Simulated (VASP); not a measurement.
Crystal: HfO2.

```
CELL_PARAMETERS angstrom
4.81353 0.00000 0.00000
0.00000 4.81353 0.00000
0.00000 0.00000 3.20542
ATOMIC_POSITIONS crystal
Hf 0.50000 0.50000 0.50000
Hf 0.00000 0.00000 0.00000
O 0.80504 0.19496 0.50000
O 0.69496 0.69496 0.00000
O 0.30504 0.30504 0.00000
O 0.19496 0.80504 0.50000
```

Measurements of this composition are mostly on another form, of space group No. 14.

```yaml
Program: VASP 6.6.1
Task: relaxation of cell and atoms
Functional: PBE
Potentials_or_basis: VASP PAW PBE potentials, release 64 (Hf_pv, O_s)
Cutoff: 480 eV
k_mesh: 6 × 6 × 8
Occupations: fermi-dirac, width 0.05 eV
Spin: no spin polarisation
```

At the start: pressure 5.4 GPa; volume 12.38 Å³/atom.

**Question.** How do energy, volume and symmetry change on relaxing?

**Answer.** Over 6 steps the energy falls by 4.9 meV/atom and the volume is 12.68 Å³/atom (+2.4 %); space group P4_2/mnm (No. 136, to 0.05 Å).

The path:
| step | energy change (eV) | largest force (eV/Å) | pressure (GPa) | volume (Å³) |
| --- | --- | --- | --- | --- |
| 1 | 0.0000 | 0.0357 | 5.45 | 74.27 |
| 2 | 0.0443 | 0.1886 | -7.69 | 78.89 |
| 3 | -0.0288 | 0.0582 | 0.02 | 76.01 |
| 4 | -0.0288 | 0.0564 | 0.10 | 75.98 |
| 5 | -0.0297 | 0.0120 | 0.06 | 76.06 |
| 6 | -0.0297 | 0.0073 | 0.06 | 76.06 |

Final structure:
```xyz
6
Lattice="4.8557 0.0000 0.0000 0.0000 4.8557 0.0000 0.0000 0.0000 3.2257" Properties=species:S:1:pos:R:3 pbc="T T T"
Hf    2.4279    2.4279    1.6128
Hf    4.8557    0.0000    0.0000
O     3.9102    0.9456    1.6128
O     3.3734    3.3734    0.0000
O     1.4823    1.4823    0.0000
O     0.9456    3.9102    1.6128
```
